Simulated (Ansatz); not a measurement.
Runs of Ansatz 0.2.0 on Ni. Symmetry: Im-3m, No. 229, cubic system. The conventional cell has a = 2.767 Å, b = 2.767 Å, c = 2.767 Å, α = 90.00°, β = 90.00°, γ = 90.00°. Ni (site symmetry m-3m) is surrounded by 8 Ni at 2.40 Å. This isn't the form of Ni at room conditions, which is fcc.

| task | level | cell | k mesh | atoms under strain | gap on the mesh (eV) | pressure (GPa) | moment (μB) | relaxed volume (Å³/atom) |
| --- | --- | --- | --- | --- | --- | --- | --- | --- |
| relaxation of cell and atoms | revPBE+D4 | relaxed | 13 × 13 × 13 | - | none | 0.0 | 0.59 | (a) |
| relaxation of cell and atoms | BLYP+D3(BJ) | relaxed | 13 × 13 × 13 | - | none | 0.0 | 0.55 | 10.65 |
| relaxation of cell and atoms | BLYP+D4 | relaxed | 13 × 13 × 13 | - | none | 0.0 | 0.56 | (c) |
| relaxation of cell and atoms | revPBE+D3(BJ) | relaxed | 13 × 13 × 13 | - | none | 0.0 | 0.59 | 10.48 |
| phonons | LDA | as given | 10 × 10 × 10 | - | none | - | (b) | - |
| elastic constants | PBEsol | as given | 10 × 10 × 10 | relaxed | none | -3.0 | 0.46 | - |

Alike in all rows: potentials or basis Ansatz PAW; spin collinear, ferromagnetic start; cutoff (eV) 420; smearing fermi-dirac 0.05 eV.

Problem. Fill in the values left out.

Solution. (a) 10.60; (b) 0.09; (c) 10.82.

Caveats: the PAW data sets come from PBE, with cores solved anew for the run's functional, which leaves a small shift of forces and pressure; the plane-wave basis is chosen anew once the cell has moved, so the energies of steps on either side of that aren't comparable (some runs); pairwise dispersion overbinds metals, which lowers pressure and volume (some runs); the elastic tensor has a negative eigenvalue, so either the cell is unstable as it stands or the mesh is too thin (some runs).

A gap of «none» marks a metal or a gap under the smearing width.

Runs at the PBE level aren't shown here.
